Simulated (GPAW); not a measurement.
# AgBr (Fm-3m) in GPAW: equation of state

Aim: energy against volume of AgBr in PBEsol, for its equilibrium volume and stiffness.

Everything below comes from runs of GPAW 26.7.0. Logs are shortened: lines on timing, memory, paths and dates and some standing lists are left out, and cuts for length are marked. The log counts tension as positive stress, the text compression.

## (1) The crystal as given

Symmetry: Fm-3m, No. 225, cubic system. The conventional cell has a = 5.740 Å, b = 5.740 Å, c = 5.740 Å, α = 90.00°, β = 90.00°, γ = 90.00°. Ag (site symmetry m-3m) has 6 Br at 2.87 Å as nearest neighbours. Br (site symmetry m-3m) has 6 Ag at 2.87 Å as nearest neighbours.

## (2) Equation of state, PBEsol

run.py reads:

```python
from ase import Atoms
from ase.eos import EquationOfState
from ase.io import Trajectory
from ase.units import GPa
from gpaw import GPAW, PW, setup_paths

setup_paths.insert(0, '.')

atoms = Atoms(['Ag', 'Br'],
              cell=[[0.0, 2.87015, 2.87015],
                    [2.87015, 0.0, 2.87015],
                    [2.87015, 2.87015, 0.0]],
              scaled_positions=[[0.0, 0.0, 0.0],
                                [0.5, 0.5, 0.5]],
              pbc=True)

traj = Trajectory('eos.traj', 'w')
volumes, energies = [], []
for x in [0.94, 0.96, 0.98, 1.0, 1.02, 1.04, 1.06]:
    a = atoms.copy()
    a.set_cell(atoms.cell * x**(1 / 3), scale_atoms=True)
    calc = GPAW(mode=PW(600),
                xc='PBEsol',
                kpts={'size': (8, 8, 8), 'gamma': True},
                occupations={'name': 'fermi-dirac', 'width': 0.05},
                nbands=23,
                convergence={'density': 1e-05, 'energy': 1e-05},
                maxiter=150,
                txt=f'eos-{x:.2f}.txt')
    a.calc = calc
    energies.append(a.get_potential_energy(force_consistent=True))
    volumes.append(a.get_volume())
    p = -a.get_stress()[:3].mean() / GPa
    calc.write(f'eos-{x:.2f}.gpw')
    traj.write(a)
    print(f'{x:.2f} {volumes[-1]:10.4f} A^3 {energies[-1]:14.6f} eV {p:9.3f} GPa', flush=True)

v0, e0, B = EquationOfState(volumes, energies, eos='birchmurnaghan').fit()
print(f'V0 = {v0:.4f} A^3, E0 = {e0:.6f} eV, B0 = {B / GPa:.2f} GPa')
```

Potentials or basis: PAW data sets generated in the run's folder for this functional, pw.

Launch:

```
$ gpaw-setup -f PBEsol Ag Br
$ OMP_NUM_THREADS=1 python run.py
```

The log of the run:

```text
__  _  _
 | _ |_)|_||  |
 |__||  | ||/\| - 26.7.0

Input parameters:
  mode=PW(ecut=600.0),
  convergence={'density': 1e-05, 'energy': 1e-05},
  kpts=MonkhorstPack(size=(8, 8, 8), gamma=True),
  maxiter=150,
  nbands=23,
  occupations=Occupations(name='fermi-dirac', width=0.05),
  xc=XC(name='PBEsol')

Diagonalizing LCAO Hamiltonian
Converting LCAO to pw mode

                Br

       Ag

Atoms  # Å, Bohr magnetons
|   | symbol |        x |        y |        z |    initial magnetic moments |
|---|--------|----------|----------|----------|-----------------------------|
| 0 |     Ag | 0.000000 | 0.000000 | 0.000000 | ( 0.0000,  0.0000,  0.0000) |
| 1 |     Br | 2.811559 | 2.811559 | 2.811559 | ( 0.0000,  0.0000,  0.0000) |

Unit cell  # Å
| periodic |        x |        y |        z |  lengths |    angles |
|----------|----------|----------|----------|----------|-----------|
|      yes | 0.000000 | 2.811559 | 2.811559 | 3.976145 | 60.000000 |
|      yes | 2.811559 | 0.000000 | 2.811559 | 3.976145 | 60.000000 |
|      yes | 2.811559 | 2.811559 | 0.000000 | 3.976145 | 60.000000 |

Number of symmetries: 48
Symmetry operations  # r_c * U_cc + t_c -> r_c
|    | kind |            matrix            |
|----|------|------------------------------|
|  0 |  σ   |  1, 0, 0,  1, 0,-1,  1,-1, 0 |
|  1 |  C2  |  1, 0, 0,  1,-1, 0,  1, 0,-1 |
|  2 |  E   |  1, 0, 0,  0, 1, 0,  0, 0, 1 |
|  3 |  σ   |  1, 0, 0,  0, 0, 1,  0, 1, 0 |
|  4 |  C4  |  1, 0,-1,  1, 0, 0,  1,-1, 0 |
|  5 |  S6  |  1, 0,-1,  1,-1, 0,  1, 0, 0 |
|  6 |  σ   |  1, 0,-1,  0, 1,-1,  0, 0,-1 |
|  7 |  C3  |  1, 0,-1,  0, 0,-1,  0, 1,-1 |
|  8 |  S6  |  1,-1, 0,  1, 0, 0,  1, 0,-1 |
|  9 |  C4  |  1,-1, 0,  1, 0,-1,  1, 0, 0 |
| 10 |  C3  |  1,-1, 0,  0,-1, 1,  0,-1, 0 |
| 11 |  σ   |  1,-1, 0,  0,-1, 0,  0,-1, 1 |
| 12 |  σ   |  0, 1, 0,  1, 0, 0,  0, 0, 1 |
| 13 |  C4  |  0, 1, 0,  0, 1,-1, -1, 1, 0 |
| 14 |  C3  |  0, 1, 0,  0, 0, 1,  1, 0, 0 |
| 15 |  S6  |  0, 1, 0, -1, 1, 0,  0, 1,-1 |
| 16 |  C2  |  0, 1,-1,  1, 0,-1,  0, 0,-1 |
| 17 |  σ   |  0, 1,-1,  0, 1, 0, -1, 1, 0 |
| 18 |  S4  |  0, 1,-1,  0, 0,-1,  1, 0,-1 |
| 19 |  C4  |  0, 1,-1, -1, 1, 0,  0, 1, 0 |
| 20 |  C3  |  0, 0, 1,  1, 0, 0,  0, 1, 0 |
| 21 |  σ   |  0, 0, 1,  0, 1, 0,  1, 0, 0 |
| 22 |  S6  |  0, 0, 1,  0,-1, 1, -1, 0, 1 |
| 23 |  C4  |  0, 0, 1, -1, 0, 1,  0,-1, 1 |
| 24 |  S4  |  0, 0,-1,  1, 0,-1,  0, 1,-1 |
| 25 |  C3  |  0, 0,-1,  0, 1,-1,  1, 0,-1 |
| 26 |  C2  |  0, 0,-1,  0,-1, 0, -1, 0, 0 |
| 27 |  S6  |  0, 0,-1, -1, 0, 0,  0,-1, 0 |
| 28 |  S4  |  0,-1, 1,  1,-1, 0,  0,-1, 0 |
| 29 |  C4  |  0,-1, 1,  0, 0, 1, -1, 0, 1 |
| 30 |  C2  |  0,-1, 1,  0,-1, 0,  1,-1, 0 |
| 31 |  σ   |  0,-1, 1, -1, 0, 1,  0, 0, 1 |
| 32 |  C3  |  0,-1, 0,  1,-1, 0,  0,-1, 1 |
| 33 |  S6  |  0,-1, 0,  0, 0,-1, -1, 0, 0 |
| 34 |  S4  |  0,-1, 0,  0,-1, 1,  1,-1, 0 |
| 35 |  C2  |  0,-1, 0, -1, 0, 0,  0, 0,-1 |
| 36 |  C2  | -1, 1, 0,  0, 1, 0,  0, 1,-1 |
| 37 |  S6  | -1, 1, 0,  0, 1,-1,  0, 1, 0 |
| 38 |  S4  | -1, 1, 0, -1, 0, 1, -1, 0, 0 |
| 39 |  C3  | -1, 1, 0, -1, 0, 0, -1, 0, 1 |
| 40 |  S6  | -1, 0, 1,  0, 0, 1,  0,-1, 1 |
| 41 |  C2  | -1, 0, 1,  0,-1, 1,  0, 0, 1 |
| 42 |  C3  | -1, 0, 1, -1, 1, 0, -1, 0, 0 |
| 43 |  S4  | -1, 0, 1, -1, 0, 0, -1, 1, 0 |
| 44 |  C2  | -1, 0, 0,  0, 0,-1,  0,-1, 0 |
| 45 |  i   | -1, 0, 0,  0,-1, 0,  0, 0,-1 |
| 46 |  σ   | -1, 0, 0, -1, 1, 0, -1, 0, 1 |
| 47 |  C2  | -1, 0, 0, -1, 0, 1, -1, 1, 0 |

BZ-sampling:
  Number of BZ points: 512
  Number of IBZ points: 29

  Monkhorst-Pack size: [8, 8, 8]
  Monkhorst-Pack shift: [0.0625, 0.0625, 0.0625]

K-points  # in reciprocal-cell coordinates
|     |                                coordinates |     weight |
|-----|--------------------------------------------|------------|
|   0 | (  0.00000000,   0.00000000,   0.00000000) | 0.00195312 |
|   1 | (  0.12500000,   0.12500000,   0.00000000) | 0.01171875 |
|   2 | (  0.12500000,   0.12500000,   0.12500000) | 0.01562500 |
|   3 | (  0.25000000,   0.12500000,   0.12500000) | 0.02343750 |
|   4 | (  0.25000000,   0.25000000,   0.00000000) | 0.01171875 |
|   5 | (  0.25000000,   0.25000000,   0.12500000) | 0.04687500 |
|   6 | (  0.25000000,   0.25000000,   0.25000000) | 0.01562500 |
|   7 | (  0.37500000,   0.25000000,  -0.37500000) | 0.04687500 |
|   8 | (  0.37500000,   0.25000000,   0.12500000) | 0.04687500 |
|   9 | (  0.37500000,   0.25000000,   0.25000000) | 0.04687500 |
| ... |                                            |            |
|  28 | (  0.50000000,   0.50000000,   0.50000000) | 0.00781250 |

Plane wave coefficients: 1524
Cutoff: 600.0 eV

Spin-components: 1 (collinear spins)
Bands:           23
Projectors:      11
Spin-degeneracy: 2
Datatype:        complex128

Parallelization:
  kpt:    1
  domain: 1
  band:   1

Density:
  Valence electrons: 24.0
  Components: 1
  Grid points: [24 24 24]
  Charge: 0.0  # |e|

Potential:
  Grid points: [24 24 24]

species:
  Ag:
    name:    Silver
    Z:       47.0
    valence: 17
    core:    30
    charge:  0.0  # [|e|]
    compensation charges:
      type: gauss
      rc: 0.40  # [Å]
      lmax: 2
    cutoffs:
      filter: 2.35  # [Å]
      core: 2.19  # [Å]
    projectors
    | kind |    occ | energy [eV] | rcut [Å] |
    |------|--------|-------------|----------|
    |   5s |  1.000 |      -4.417 |    1.286 |
    |   4p |  6.000 |     -58.524 |    1.328 |
    |   5p |  0.000 |      -0.670 |    1.328 |
    |   4d | 10.000 |      -7.455 |    1.180 |
    |    s |        |      22.795 |    1.286 |
    |    d |        |      19.756 |    1.180 |

    Using partial waves for Ag as LCAO basis

  Br:
    name:    Bromine
    Z:       35.0
    valence: 7
    core:    28
    charge:  0.0  # [|e|]
    compensation charges:
      type: gauss
      rc: 0.35  # [Å]
      lmax: 2
    cutoffs:
      filter: 1.98  # [Å]
      core: 2.38  # [Å]
    projectors
    | kind |    occ | energy [eV] | rcut [Å] |
    |------|--------|-------------|----------|
    |   4s |  2.000 |     -20.120 |    1.111 |
    |   4p |  5.000 |      -7.856 |    1.111 |
    |    s |        |       7.091 |    1.111 |
    |    p |        |      19.355 |    1.111 |
    |    d |        |       0.000 |    1.111 |

    Using partial waves for Br as LCAO basis

Reference energy: -215384.324141  # eV

eigensolver:
[... 26 lines left out ...]
convergence criteria:
- Maximum integral of absolute [dens]ity change: 1e-05 electrons / valence electron
- Maximum [total energy] change in last 3 cyles: 1e-05 eV / valence electron
- Maximum integral of absolute [eigenst]ate change: 4e-08 eV^2 / valence electron
maximum number of iterations: 150

SCF iterations
|iter     | |      energy | eigst |  dens |
|---------|-|-------------|-------|-------|
|iter:   1| |   -5.879299 | -0.73 |       |
|iter:   2| |   -5.856409 | -3.10 | -1.65 |
|iter:   3| |   -5.783823 | -2.72 | -1.69 |
|iter:   4| |   -5.782174 | -4.05 | -2.09 |
|iter:   5| |   -5.781893 | -4.57 | -2.47 |
|iter:   6| |   -5.781908 | -6.23 | -3.31 |
|iter:   7| |   -5.781910c| -7.40c| -3.83 |
|iter:   8| |   -5.781910c| -7.77c| -4.87 |
|iter:   9| |   -5.781910c| -8.74c| -5.61c|

Converged in 9 steps
Energy contributions relative to reference atoms: (reference = -215384.324141)

Energy contributions:
  Kinetic:          11.299056
  Coulomb:         -10.578584
  Zero:              0.041851
  External:          0.000000
  Xc:               -6.544195
  Entropy:          -0.000078
  Spinorbit:         0.000000
  ----------------------------
  Free energy:      -5.781949
  Extrapolated:     -5.781910

dipole moment: (-17.263574, -17.263574, -17.263574)  # |e|*Ang

Fermi level: 5.185
Eigenvalues  # (at kpt = [0.000, 0.000, 0.000])
| band index |      eig [eV] | occ [0-2] |
|------------|---------------|-----------|
|          0 |       -48.971 |     2.000 |
|        ... |               |           |
|          4 |         1.760 |     2.000 |
|          5 |         1.760 |     2.000 |
|          6 |         1.760 |     2.000 |
|          7 |         1.764 |     2.000 |
|          8 |         1.764 |     2.000 |
|          9 |         2.665 |     2.000 |
[... 8 lines left out ...]
|         18 |        16.848 |     0.000 |
|         19 |        16.848 |     0.000 |
|        ... |               |           |
|         22 |        22.816 |     0.000 |

Gap: 0.482 eV
Transition (v -> c):
  (s=0, k=28, n=11, [0.50, 0.50, 0.50]) -> (s=0, k=0, n=12, [0.00, 0.00, 0.00])
Direct/indirect transitions are different
Direct gap: 2.690 eV
Transition at: (s=0, k=0, n=11, [0.00, 0.00, 0.00])

Stress tensor  # eV/Ang^3
|         x |         y |         z |
|-----------|-----------|-----------|
| -0.011304 | -0.000000 |  0.000000 |
| -0.000000 | -0.011304 |  0.000000 |
|  0.000000 |  0.000000 | -0.011304 |

# Writing to eos-0.94.gpw (mode='')
```

It took 1.9 min on 1 thread of Arm Neoverse V2, shared host; peak memory 0.22 GiB.

Results:

| Property | Result |
| --- | --- |
| Equilibrium volume | 22.95 Å³/atom |
| Bulk modulus | 52 GPa |
| Pressure derivative of the bulk modulus | 5.4 |

Energy against volume, from the lowest point:
| volume (Å³/atom) | energy (meV/atom) |
| --- | --- |
| 22.225 | 3.64 |
| 22.698 | 0.12 |
| 23.171 | 0.00 |
| 23.644 | 2.87 |
| 24.116 | 8.36 |
| 24.589 | 16.14 |
| 25.062 | 25.92 |
